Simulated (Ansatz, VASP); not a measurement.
Two plane-wave programs on S

File INCAR:

```
ALGO = Normal ; EDIFF = 1E-7
ENCUT = 520 ; GGA = PE
ISIF = 2 ; ISMEAR = 0
LASPH = T ; LCHARG = T
LELF = T ; LREAL = F
LVHAR = T ; LWAVE = F
NBANDS = 13 ; NELM = 100
PREC = Accurate ; SIGMA = 0.1
```

The input KPOINTS:

```
k-points
0
Gamma
  6 6 4
```

Contents of POSCAR:

```
S
1.0
    3.5033036618      0.0000000000      0.0000000000
   -1.7516518309      3.0339499682      0.0000000000
    0.0000000000      0.0000000000      5.6860473763
S
2
Direct
    0.3333333333      0.6666666667      0.2500000000
    0.6666666667      0.3333333333      0.7500000000
```

Input for Ansatz:

```yaml
crystal:
  lattice:
    - [3.5033036618, 0.0, 0.0]
    - [-1.7516518309, 3.0339499682, 0.0]
    - [0.0, 0.0, 5.6860473763]
  atoms:
    - { symbol: S, position: [0.3333333333, 0.6666666667, 0.25] }
    - { symbol: S, position: [0.6666666667, 0.3333333333, 0.75] }
basis:
  ecutwfc: 420
kpoints:
  mp_grid: { grid: [6, 6, 4] }
hamiltonian:
  xc: pbe
scf:
  occupations: { method: gaussian, width: 0.1 }
  lower_state_search: "off"
output:
  forces: true
  stress: true
  eigenvalues: true
```

Alike in both runs: task single point; functional PBE; k mesh 6 × 6 × 4; occupations gaussian, width 0.1 eV; no spin polarisation.

|  | VASP | Ansatz |
| --- | --- | --- |
| version | VASP 6.6.1 | Ansatz 0.2.0 |
| potentials or method | VASP PAW PBE potentials, release 64 (S) | scalar-relativistic, plane waves, PAW |
| plane-wave cutoff (eV) | 520 | 420 |
| valence electrons in the cell | 12 | 12 |

```tsv
	VASP	Ansatz	Ansatz less VASP
gap on the k mesh at the Fermi level (eV)	none	none	-
pressure (GPa)	-11.2	-11.2	+0.04
largest component of the traceless stress (GPa)	1.79	1.79	-0.002
```

A gap of «none» marks a metal or a gap that the smearing closes.
